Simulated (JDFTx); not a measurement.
# BAs (F-43m) in JDFTx: a series of runs

The runs below take BAs through band structure, single point, with PBE, BJ06, GLLB-SC.

Program: JDFTx 1.7.0 (patched build). These are calculated values, not measurements. Logs are shortened: lines on timing, memory, paths and dates and some standing lists are left out, and cuts for length are marked. The log counts tension as positive stress, the text compression.

## Step 1: Starting point

The structure is cubic, space group F-43m (No. 216). Conventional cell: a = 4.777 Å, b = 4.777 Å, c = 4.777 Å, α = 90.00°, β = 90.00°, γ = 90.00°. Around As (site symmetry -43m) lie 4 B at 2.07 Å. B (site symmetry -43m) is surrounded by 4 As at 2.07 Å.

## Step 2: Band structure, PBE, spin-orbit coupling, no magnetisation

The input, bands.in:

```
lattice \
    0.0000000000     4.5136108487     4.5136108487 \
    4.5136108487     0.0000000000     4.5136108487 \
    4.5136108487     4.5136108487     0.0000000000
coords-type Lattice
ion As     0.7500000000     0.7500000000     0.7500000000 1
ion B      0.0000000000     0.0000000000     0.0000000000 1

ion-species pseudo/As.upf
ion-species pseudo/B.upf
elec-cutoff 42 336
elec-ex-corr gga-PBE
elec-smearing Fermi 0.0018374661
elec-n-bands 30
spintype spin-orbit
electronic-minimize nIterations 30 energyDiffThreshold 1e-06
davidson-band-ratio 1.3
forces-output-coords Cartesian
include path.kpoints
symmetries none
fix-electron-density run.$VAR

dump-name bands.$VAR
dump End Ecomponents EigStats BandEigs Kpoints Forces
```

The input, path.kpoints:

```
kpoint +0.0000000000 +0.0000000000 +0.0000000000 0.020000000000
kpoint +0.0714285714 +0.0000000000 +0.0714285714 0.020000000000
kpoint +0.1428571429 +0.0000000000 +0.1428571429 0.020000000000
kpoint +0.2142857143 +0.0000000000 +0.2142857143 0.020000000000
kpoint +0.2857142857 +0.0000000000 +0.2857142857 0.020000000000
kpoint +0.3571428571 +0.0000000000 +0.3571428571 0.020000000000
kpoint +0.4285714286 +0.0000000000 +0.4285714286 0.020000000000
kpoint +0.5000000000 +0.0000000000 +0.5000000000 0.020000000000
kpoint +0.5000000000 +0.0833333333 +0.5833333333 0.020000000000
kpoint +0.5000000000 +0.1666666667 +0.6666666667 0.020000000000
kpoint +0.5000000000 +0.2500000000 +0.7500000000 0.020000000000
kpoint +0.4375000000 +0.3125000000 +0.7500000000 0.020000000000
kpoint +0.3750000000 +0.3750000000 +0.7500000000 0.020000000000
kpoint +0.3281250000 +0.3281250000 +0.6562500000 0.020000000000
kpoint +0.2812500000 +0.2812500000 +0.5625000000 0.020000000000
kpoint +0.2343750000 +0.2343750000 +0.4687500000 0.020000000000
kpoint +0.1875000000 +0.1875000000 +0.3750000000 0.020000000000
kpoint +0.1406250000 +0.1406250000 +0.2812500000 0.020000000000
kpoint +0.0937500000 +0.0937500000 +0.1875000000 0.020000000000
kpoint +0.0468750000 +0.0468750000 +0.0937500000 0.020000000000
kpoint +0.0000000000 +0.0000000000 +0.0000000000 0.020000000000
kpoint +0.0833333333 +0.0833333333 +0.0833333333 0.020000000000
kpoint +0.1666666667 +0.1666666667 +0.1666666667 0.020000000000
kpoint +0.2500000000 +0.2500000000 +0.2500000000 0.020000000000
kpoint +0.3333333333 +0.3333333333 +0.3333333333 0.020000000000
kpoint +0.4166666667 +0.4166666667 +0.4166666667 0.020000000000
kpoint +0.5000000000 +0.5000000000 +0.5000000000 0.020000000000
kpoint +0.5250000000 +0.4500000000 +0.5250000000 0.020000000000
kpoint +0.5500000000 +0.4000000000 +0.5500000000 0.020000000000
kpoint +0.5750000000 +0.3500000000 +0.5750000000 0.020000000000
kpoint +0.6000000000 +0.3000000000 +0.6000000000 0.020000000000
kpoint +0.6250000000 +0.2500000000 +0.6250000000 0.020000000000
kpoint +0.5625000000 +0.2500000000 +0.6875000000 0.020000000000
kpoint +0.5000000000 +0.2500000000 +0.7500000000 0.020000000000
kpoint +0.5000000000 +0.2916666667 +0.7083333333 0.020000000000
kpoint +0.5000000000 +0.3333333333 +0.6666666667 0.020000000000
kpoint +0.5000000000 +0.3750000000 +0.6250000000 0.020000000000
kpoint +0.5000000000 +0.4166666667 +0.5833333333 0.020000000000
kpoint +0.5000000000 +0.4583333333 +0.5416666667 0.020000000000
kpoint +0.5000000000 +0.5000000000 +0.5000000000 0.020000000000
kpoint +0.4791666667 +0.4791666667 +0.5416666667 0.020000000000
kpoint +0.4583333333 +0.4583333333 +0.5833333333 0.020000000000
kpoint +0.4375000000 +0.4375000000 +0.6250000000 0.020000000000
kpoint +0.4166666667 +0.4166666667 +0.6666666667 0.020000000000
kpoint +0.3958333333 +0.3958333333 +0.7083333333 0.020000000000
kpoint +0.3750000000 +0.3750000000 +0.7500000000 0.020000000000
kpoint +0.6250000000 +0.2500000000 +0.6250000000 0.020000000000
kpoint +0.5833333333 +0.1666666667 +0.5833333333 0.020000000000
kpoint +0.5416666667 +0.0833333333 +0.5416666667 0.020000000000
kpoint +0.5000000000 +0.0000000000 +0.5000000000 0.020000000000
```

Potentials or basis: PseudoDojo-FR-PBE-0.4-standard.

On the command line:

```console
$ jdftx -c 1 -i bands.in -o bands.out
```

What it wrote:

```text
*************** JDFTx 1.7.0 (patched build) ***************

Input parsed successfully to the following command list (including defaults):
[... the input with its defaults ...]

---------- Initializing the Grid ----------
R =
[            0      4.51361      4.51361  ]
[      4.51361            0      4.51361  ]
[      4.51361      4.51361            0  ]
unit cell volume = 183.909
G =
[  -0.696026   0.696026   0.696026  ]
[   0.696026  -0.696026   0.696026  ]
[   0.696026   0.696026  -0.696026  ]
Minimum fftbox size, Smin = [  56  56  56  ]
Chosen fftbox size, S = [  56  56  56  ]

---------- Initializing tighter grid for wavefunction operations ----------
R =
[            0      4.51361      4.51361  ]
[      4.51361            0      4.51361  ]
[      4.51361      4.51361            0  ]
unit cell volume = 183.909
G =
[  -0.696026   0.696026   0.696026  ]
[   0.696026  -0.696026   0.696026  ]
[   0.696026   0.696026  -0.696026  ]
Minimum fftbox size, Smin = [  40  40  40  ]
Chosen fftbox size, S = [  40  40  40  ]

---------- Exchange Correlation functional ----------
Initalized PBE GGA exchange.
Initalized PBE GGA correlation.

---------- Setting up pseudopotentials ----------
Width of ionic core gaussian charges (only for fluid interactions / plotting) set to 0

Reading pseudopotential file 'pseudo/As.upf':
  'As' pseudopotential, 'PBE' functional
  Generated using ONCVPSP code by D. R. Hamann
  15 valence electrons, 5 orbitals, 10 projectors, 1001 radial grid points, with lMax = 2
    3D    l: 2   occupation:  6.0   eigenvalue: -1.482453
    3D    l: 2   occupation:  4.0   eigenvalue: -1.509224
    4S    l: 0   occupation:  2.0   eigenvalue: -0.532523
    4P    l: 1   occupation:  2.0   eigenvalue: -0.187649
    4P    l: 1   occupation:  1.0   eigenvalue: -0.197670
  Core radius for overlap checks: 1.74 bohrs.

Reading pseudopotential file 'pseudo/B.upf':
  'B' pseudopotential, 'PBE' functional
  Generated using ONCVPSP code by D. R. Hamann
  3 valence electrons, 3 orbitals, 6 projectors, 1001 radial grid points, with lMax = 1
    2S    l: 0   occupation:  2.0   eigenvalue: -0.347022
    2P    l: 1   occupation:  0.7   eigenvalue: -0.132506
    2P    l: 1   occupation:  0.3   eigenvalue: -0.132625
  Core radius for overlap checks: 1.18 bohrs.

Initialized 2 species with 2 total atoms.

Folded 50 k-points by 1x1x1 to 50 k-points.

---------- Setting up k-points, bands, fillings ----------
No reducable k-points.
Computing the number of bands and number of electrons
Calculating initial fillings.
nElectrons:  18.000000   nBands: 30   nStates: 50

----- Setting up reduced wavefunction bases (one per k-point) -----
average nbasis = 2391.700 , ideal nbasis = 2390.949

---------- Setting up ewald sum ----------
Optimum gaussian width for ewald sums = 2.050004 bohr.
Real space sum over 1331 unit cells with max indices [  5  5  5  ]
Reciprocal space sum over 2197 terms with max indices [  6  6  6  ]

---------- Allocating electronic variables ----------
Reading n from file 'run.n' ... done
Initializing wave functions:  linear combination of atomic orbitals
Note: number of bands (30) exceeds available atomic orbitals (26)

----------- Band structure minimization -------------
Minimization will be done independently for each quantum number.

---- Minimization of quantum number:     0  [ +0.0000000 +0.0000000 +0.0000000 ]  0.020000000 ----
BandDavidson: Iter:   0  Eband: +0.054161187794254
BandDavidson: Iter:   1  Eband: +0.025522150427251  dEband: -2.863904e-02
BandDavidson: Iter:   2  Eband: +0.021442360659931  dEband: -4.079790e-03
BandDavidson: Iter:   3  Eband: +0.019598893988721  dEband: -1.843467e-03
[... 718 lines of inner loops ...]
BandDavidson: Iter:   8  Eband: +0.027563839020705  dEband: -1.860294e-06
BandDavidson: Iter:   9  Eband: +0.027563059053351  dEband: -7.799674e-07
BandDavidson: Converged (dEband<1.000000e-06)
	FillingsUpdate:  mu: +0.441307026  nElectrons: 18.000000

Dumping 'bands.eigStats' ...
	eMin: -0.917709 at state 21 ( [ +0.083333 +0.083333 +0.083333 ] spin 0 )
	HOMO: +0.419339 at state 0 ( [ +0.000000 +0.000000 +0.000000 ] spin 0 )
	mu  : +0.441307
	LUMO: +0.461669 at state 6 ( [ +0.428571 +0.000000 +0.428571 ] spin 0 )
	eMax: +1.050930 at state 49 ( [ +0.500000 +0.000000 +0.500000 ] spin 0 )
	HOMO-LUMO gap: +0.042330
	Optical gap  : +0.113426 at state 0 ( [ +0.000000 +0.000000 +0.000000 ] spin 0 )
Done!
[note: mu, HOMO and LUMO in a band run belong to the points of the path alone and aren't those of the crystal]
```

Wall time 39 s (1 thread of Intel Xeon 6975P-C (Granite Rapids), shared host); peak memory 0.18 GiB.

What came out:

```
Band gap along the path : 1.15 eV, indirect (least direct gap 3.09 eV)
```

Levels at the corners of the path, in eV from the valence-band top:
```tsv
point	band 15	band 16	band 17	band 18	band 19	band 20	band 21	band 22
Γ	0.00	0.00	0.00	0.00	3.09	3.09	3.30	3.30
X	-4.20	-4.20	-4.07	-4.07	1.39	1.39	1.39	1.39
W	-5.62	-5.48	-5.25	-5.23	5.21	5.22	5.88	5.89
K	-6.06	-5.96	-3.55	-3.54	1.99	2.00	5.48	5.52
Γ	0.00	0.00	0.00	0.00	3.09	3.09	3.30	3.30
L	-1.96	-1.96	-1.81	-1.81	2.64	2.64	4.70	4.70
U	-6.06	-5.96	-3.55	-3.54	1.99	2.00	5.48	5.52
W	-5.62	-5.48	-5.25	-5.23	5.21	5.22	5.88	5.89
L	-1.96	-1.96	-1.81	-1.81	2.64	2.64	4.70	4.70
K	-6.06	-5.96	-3.55	-3.54	1.99	2.00	5.48	5.52
U	-6.06	-5.96	-3.55	-3.54	1.99	2.00	5.48	5.52
X	-4.20	-4.20	-4.07	-4.07	1.39	1.39	1.39	1.39
```

## Step 3: Band structure, BJ06

The input, bands.in:

```
include BAs.lattice
coords-type Lattice
include BAs.ionpos

ion-species pseudo/As.upf
ion-species pseudo/B.upf
elec-cutoff 40 320
elec-ex-corr mgga-x-bj06 lda-c-pw
elec-smearing Fermi 0.0018374661
elec-n-bands 9
electronic-minimize nIterations 30 energyDiffThreshold 1e-06
davidson-band-ratio 1.3
forces-output-coords Cartesian
include path.kpoints
symmetries none
fix-electron-density run.$VAR

dump-name bands.$VAR
dump End Ecomponents EigStats BandEigs Kpoints Forces
```

The input, BAs.lattice:

```
lattice \
    0.0000000000     4.5136108487     4.5136108487 \
    4.5136108487     0.0000000000     4.5136108487 \
    4.5136108487     4.5136108487     0.0000000000
```

The input, BAs.ionpos:

```
ion As     0.7500000000     0.7500000000     0.7500000000 1
ion B      0.0000000000     0.0000000000     0.0000000000 1
```

path.kpoints is that of step 2.

Potentials or basis: SG15-PBE-1.2.

On the command line:

```console
$ jdftx -c 1 -i bands.in -o bands.out
```

Run time: 37 s. Hardware: 1 thread of Arm Neoverse V2, shared host; peak memory 0.08 GiB.

The run converged. Its results:

- Band gap along the path: 1.37 eV, indirect (least direct gap 3.56 eV)

Levels at the corners of the path, in eV from the valence-band top:
| point | band 1 | band 2 | band 3 | band 4 | band 5 | band 6 | band 7 |
| --- | --- | --- | --- | --- | --- | --- | --- |
| Γ | -15.41 | 0.00 | 0.00 | 0.00 | 3.56 | 3.56 | 3.56 |
| X | -11.18 | -8.55 | -4.07 | -4.07 | 1.56 | 1.63 | 12.29 |
| W | -11.01 | -8.09 | -5.46 | -5.19 | 5.55 | 6.49 | 6.76 |
| K | -11.22 | -8.17 | -5.94 | -3.47 | 2.22 | 5.85 | 9.82 |
| Γ | -15.41 | 0.00 | 0.00 | 0.00 | 3.56 | 3.56 | 3.56 |
| L | -12.52 | -8.80 | -1.80 | -1.80 | 3.05 | 5.01 | 5.01 |
| U | -11.22 | -8.17 | -5.94 | -3.47 | 2.22 | 5.85 | 9.82 |
| W | -11.01 | -8.09 | -5.46 | -5.19 | 5.55 | 6.49 | 6.76 |
| L | -12.52 | -8.80 | -1.80 | -1.80 | 3.05 | 5.01 | 5.01 |
| K | -11.22 | -8.17 | -5.94 | -3.47 | 2.22 | 5.85 | 9.82 |
| U | -11.22 | -8.17 | -5.94 | -3.47 | 2.22 | 5.85 | 9.82 |
| X | -11.18 | -8.55 | -4.07 | -4.07 | 1.56 | 1.63 | 12.29 |

Caveat: a model potential gives levels but no total energy; the potentials were made for another functional, which shifts forces and pressure.

## Step 4: Single point, GLLB-SC

The input, BAs.in:

```
lattice \
    0.0000000000     4.5136108487     4.5136108487 \
    4.5136108487     0.0000000000     4.5136108487 \
    4.5136108487     4.5136108487     0.0000000000
coords-type Cartesian
ion As     6.7704162730     6.7704162730     6.7704162730 1
ion B      0.0000000000     0.0000000000     0.0000000000 1

ion-species pseudo/As.upf
ion-species pseudo/B.upf
elec-cutoff 42 336
elec-ex-corr orb-GLLBsc
kpoint-folding 10 10 10
elec-n-bands 15
electronic-SCF nIterations 100 energyDiffThreshold 1e-09 residualThreshold 1e-05
electronic-minimize nIterations 30 energyDiffThreshold 1e-7
converge-empty-states yes
forces-output-coords Cartesian

dump-name run.$VAR
dump End Ecomponents EigStats BandEigs Kpoints Forces ElecDensity Dtot KEdensity
```

Potentials or basis: PseudoDojo-SR-PBE-0.5-standard.

On the command line:

```console
$ jdftx -c 1 -i BAs.in -o BAs.out
```

What it wrote:

```text
*************** JDFTx 1.7.0 (patched build) ***************

Input parsed successfully to the following command list (including defaults):
[... the input with its defaults ...]

---------- Setting up symmetries ----------

Found 48 point-group symmetries of the bravais lattice
Found 24 space-group symmetries with basis
Applied RMS atom displacement 4.33005e-11 bohrs to make symmetries exact.

---------- Initializing the Grid ----------
R =
[            0      4.51361      4.51361  ]
[      4.51361            0      4.51361  ]
[      4.51361      4.51361            0  ]
unit cell volume = 183.909
G =
[  -0.696026   0.696026   0.696026  ]
[   0.696026  -0.696026   0.696026  ]
[   0.696026   0.696026  -0.696026  ]
Minimum fftbox size, Smin = [  56  56  56  ]
Chosen fftbox size, S = [  56  56  56  ]

---------- Initializing tighter grid for wavefunction operations ----------
R =
[            0      4.51361      4.51361  ]
[      4.51361            0      4.51361  ]
[      4.51361      4.51361            0  ]
unit cell volume = 183.909
G =
[  -0.696026   0.696026   0.696026  ]
[   0.696026  -0.696026   0.696026  ]
[   0.696026   0.696026  -0.696026  ]
Minimum fftbox size, Smin = [  40  40  40  ]
Chosen fftbox size, S = [  40  40  40  ]

---------- Exchange Correlation functional ----------
[... 74 lines left out ...]
SCF: Cycle:  8   Etot~: -95.958225144569013   dEtot~: +1.921e-05   |Residual|: 9.958e-04   |deigs|: 8.442e-05
SCF: Cycle:  9   Etot~: -95.958209652723710   dEtot~: +1.549e-05   |Residual|: 7.446e-04   |deigs|: 6.673e-05
[... 13 lines left out ...]
SCF: Cycle: 23   Etot~: -95.958165608232875   dEtot~: +1.496e-07   |Residual|: 1.790e-05   |deigs|: 6.021e-06
SCF: Cycle: 24   Etot~: -95.958165609433578   dEtot~: -1.201e-09   |Residual|: 1.838e-05   |deigs|: 4.019e-06
SCF: Cycle: 25   Etot~: -95.958165381314160   dEtot~: +2.281e-07   |Residual|: 2.027e-05   |deigs|: 7.455e-06
SCF: Cycle: 26   Etot~: -95.958165512958459   dEtot~: -1.316e-07   |Residual|: 1.786e-05   |deigs|: 4.039e-06
SCF: Cycle: 27   Etot~: -95.958165443926063   dEtot~: +6.903e-08   |Residual|: 1.802e-05   |deigs|: 2.166e-06
SCF: Cycle: 28   Etot~: -95.958165526118748   dEtot~: -8.219e-08   |Residual|: 1.771e-05   |deigs|: 2.292e-06
SCF: Cycle: 29   Etot~: -95.958165712679971   dEtot~: -1.866e-07   |Residual|: 1.027e-05   |deigs|: 2.198e-06
SCF: Cycle: 30   Etot~: -95.958165698089076   dEtot~: +1.459e-08   |Residual|: 1.024e-05   |deigs|: 1.808e-06
SCF: Cycle: 31   Etot~: -95.958166260284926   dEtot~: -5.622e-07   |Residual|: 5.018e-06   |deigs|: 3.452e-06
SCF: Cycle: 32   Etot~: -95.958166468811214   dEtot~: -2.085e-07   |Residual|: 5.938e-06   |deigs|: 3.148e-06
SCF: Converged (|Residual|<1.000000e-05 for 2 iters).

Setting wave functions to eigenvectors of Hamiltonian
Converging empty states (this may take a while): |deigs|: 4.197e-04

# Ionic positions in cartesian coordinates:
ion As   6.770416273025001   6.770416273025001   6.770416273025001 1
ion B  -0.000000000024999  -0.000000000025000  -0.000000000025000 1

# Forces in Cartesian coordinates:
force As   0.000000000000000   0.000000000000000  -0.000000000000000 1
force B   0.000000000000000   0.000000000000000   0.000000000000000 1

# Energy components:
   Eewald =      -63.4210613756695025
       EH =       30.1086814310222053
     Eloc =      -76.4991558673498275
      Enl =      -50.3100207377670827
      Exc =      -11.8201723468990245
       KE =       75.9835624278520072
-------------------------------------
     Etot =      -95.9581664688112141

IonicMinimize: Iter:   0  Etot: -95.958166468811214  |grad|_K:        nan
IonicMinimize: None of the convergence criteria satisfied after 0 iterations.

#--- Lowdin population analysis ---
# oxidation-state As +0.591
# oxidation-state B -0.538

Dumping 'run.eigStats' ...
	eMin: -0.901599 at state 30 ( [ +0.000000 +0.500000 +0.500000 ] spin 0 )
	HOMO: +0.386852 at state 0 ( [ +0.000000 +0.000000 +0.000000 ] spin 0 )
	mu  : +0.416668
	LUMO: +0.443239 at state 27 ( [ +0.000000 +0.400000 +0.400000 ] spin 0 )
	eMax: +1.017943 at state 30 ( [ +0.000000 +0.500000 +0.500000 ] spin 0 )
	HOMO-LUMO gap: +0.056387
	Optical gap  : +0.127045 at state 0 ( [ +0.000000 +0.000000 +0.000000 ] spin 0 )
Done!
[note: without smearing the FillingsUpdate lines are those of the first guess, not of the final state]
[note: this functional has no energy, so the totals, forces and stress in the log carry no meaning]
```

It took 2.8 min on 1 thread of Arm Neoverse V2, shared host; peak memory 0.12 GiB.

What came out:

```yaml
Band_gap_on_the_k_mesh_Kohn-Sham_part_alone: 1.53 eV, indirect (least direct gap 3.46 eV)
Loewdin_charges: As +0.59; B -0.54 e
```

Caveat: the gap lacks the derivative discontinuity; a model potential gives levels but no total energy; the potentials were made for another functional, which shifts forces and pressure. A k mesh can miss the band edges.

## Step 5: For comparison

An earlier run on the cell as given: functional PBE; potentials or basis PseudoDojo-SR-PBE-0.5-standard; cutoff 1143 eV; density cutoff 4572 eV; k mesh 10 × 10 × 10; occupations fermi-dirac, width 0.05 eV; no spin polarisation.

- Pressure: 2.7 GPa
- Band gap on the k mesh: 1.20 eV, indirect (least direct gap 3.29 eV)
- Loewdin charges: As +0.68; B -0.65 e
